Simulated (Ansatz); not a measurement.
Here is an Ansatz 0.2.0 calculation.

Contents of input.yaml:

```yaml
crystal:
  lattice:
    - [0.0, 1.9156, 1.9156]
    - [1.9156, 0.0, 1.9156]
    - [1.9156, 1.9156, 0.0]
  atoms:
    - { symbol: Ir, position: [0.0, 0.0, 0.0] }
hamiltonian:
  xc: pbesol
  pseudopotentials: { kind: paw_fr }
  dispersion: d4
  hubbard:
    sites: [{ species: Ir, l: d, u_eff: 4.0 }]
    projectors: atomic
    double_counting: amf
magnetization:
  noncollinear: true
  spin_orbit: true
kpoints:
  mp_grid: { grid: [12, 12, 12] }
scf:
  occupations: { method: tetrahedron }
  n_extra_bands: 6
output:
  forces: true
  stress: true
  dos: { projected: true, de: 0.05, nscf_kmesh: { grid: [18, 18, 18] } }
```

Potentials or basis: Ansatz PAW.

Command:

```bash
$ ansatz run input.yaml --threads 1 --pin off --max-ram 2560MiB --backend cpu --events-out ev --progress --plain --runs-dir out
```

**Question.** Predict the band gap on the k mesh.

**Answer.** None (metal or under the smearing width).

**Question.** What does it give for the pressure?

**Answer.** -3.4 GPa.

**Question.** Estimate the density of states at the Fermi level.

**Answer.** 0.87 states/eV per cell.

States per cell in windows of 0.5 eV (zero at the Fermi level; states under -8 eV left out):
| from (eV) | total | Ir 5d j=2.5 | Ir 5d j=1.5 | Ir 6s j=0.5 |
| --- | --- | --- | --- | --- |
| -8.0 | 0.43 | 0.15 | 0.13 | 0.14 |
| -7.5 | 0.55 | 0.22 | 0.21 | 0.12 |
| -7.0 | 0.61 | 0.26 | 0.27 | 0.07 |
| -6.5 | 0.46 | 0.20 | 0.23 | 0.03 |
| -6.0 | 0.56 | 0.25 | 0.28 | 0.01 |
| -5.5 | 0.55 | 0.20 | 0.31 | 0.02 |
| -5.0 | 0.68 | 0.24 | 0.40 | 0.03 |
| -4.5 | 0.82 | 0.26 | 0.47 | 0.06 |
| -4.0 | 0.61 | 0.26 | 0.27 | 0.05 |
| -3.5 | 0.24 | 0.15 | 0.05 | 0.02 |
| -3.0 | 0.67 | 0.52 | 0.09 | 0.03 |
| -2.5 | 0.48 | 0.33 | 0.10 | 0.02 |
| -2.0 | 0.64 | 0.45 | 0.15 | 0.02 |
| -1.5 | 0.44 | 0.29 | 0.12 | 0.01 |
| -1.0 | 0.42 | 0.29 | 0.11 | 0.01 |
| -0.5 | 0.41 | 0.28 | 0.12 | 0.01 |
| 0.0 | 0.49 | 0.32 | 0.14 | 0.01 |
| 0.5 | 0.69 | 0.46 | 0.21 | 0.02 |
| 1.0 | 0.42 | 0.29 | 0.11 | 0.02 |
| 1.5 | 0.20 | 0.12 | 0.03 | 0.03 |
| 2.0 | 0.14 | 0.07 | 0.02 | 0.03 |
| 2.5 | 0.15 | 0.06 | 0.02 | 0.04 |
| 3.0 | 0.14 | 0.05 | 0.02 | 0.04 |
| 3.5 | 0.14 | 0.04 | 0.01 | 0.05 |
| 4.0 | 0.14 | 0.03 | 0.01 | 0.05 |
| 4.5 | 0.13 | 0.02 | 0.01 | 0.05 |
| 5.0 | 0.12 | 0.02 | 0.01 | 0.05 |
| 5.5 | 0.12 | 0.01 | 0.00 | 0.05 |
| 6.0 | 0.10 | 0.01 | 0.00 | 0.05 |
| 6.5 | 0.08 | 0.01 | 0.00 | 0.05 |
| 7.0 | 0.20 | 0.02 | 0.01 | 0.11 |
| 7.5 | 0.18 | 0.01 | 0.00 | 0.07 |

Caveat: U without spin polarisation on a metal has little footing; pairwise dispersion overbinds metals, which lowers pressure and volume; the PAW data sets come from PBE, with cores solved anew for the run's functional, which leaves a small shift of forces and pressure; the U is typed as a test and isn't derived for this compound; with tetrahedron occupations forces and stress needn't match the slope of the energy.
